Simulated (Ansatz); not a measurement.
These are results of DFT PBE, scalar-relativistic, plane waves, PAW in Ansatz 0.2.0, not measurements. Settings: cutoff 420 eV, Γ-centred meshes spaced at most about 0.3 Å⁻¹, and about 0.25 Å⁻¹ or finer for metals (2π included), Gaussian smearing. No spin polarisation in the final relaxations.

These are static total energies at zero pressure. All come from trial cells, and lower structures may exist.

Question: These unrelaxed guesses for Ge are each relaxed within their symmetry. Order them by the energy at which they end, lowest first.
A.

```xyz
1
Lattice="2.0412 -1.5035 0.0000 2.0412 1.5035 0.0000 -0.9907 0.0000 3.2856" Properties=species:S:1:pos:R:3 pbc="T T T"
Ge    1.5458    0.0000    1.6428
```

B.

```xyz
4
Lattice="4.9509 0.0000 0.0000 -2.4755 4.2876 0.0000 0.0000 0.0000 4.3951" Properties=species:S:1:pos:R:3 pbc="T T T"
Ge    0.0000    2.8584    1.5511
Ge    2.4755    1.4292    1.5511
Ge    0.0000    0.0000    2.7935
Ge    0.0000    0.0000    0.6896
```

C.

```xyz
6
Lattice="-2.2601 2.2601 5.4504 2.2601 -2.2601 5.4504 2.2601 2.2601 -5.4504" Properties=species:S:1:pos:R:3 pbc="T T T"
Ge    0.0000    0.0000    8.5812
Ge    0.0000    2.2601    0.4056
Ge    0.0000    2.2601    5.0447
Ge    0.0000    0.0000    2.3195
Ge    0.0000    0.0000    0.0000
Ge    0.0000    2.2601    2.7252
```

Answer: C (ends in I4_1/amd, beta-tin type, 0 meV/atom), A (ends in Pm-3m, simple cubic type, 15 meV/atom), B (ends in P6/mmm, 287 meV/atom).

Cells relaxed within their symmetry can be saddle points. The part of the Crystallography Open Database at hand lists Ge in space groups No. 64, 96, 227; no cell shown has one of them. Some structure types and database cells were kept out of the candidates from the start, so a known form may be missing.
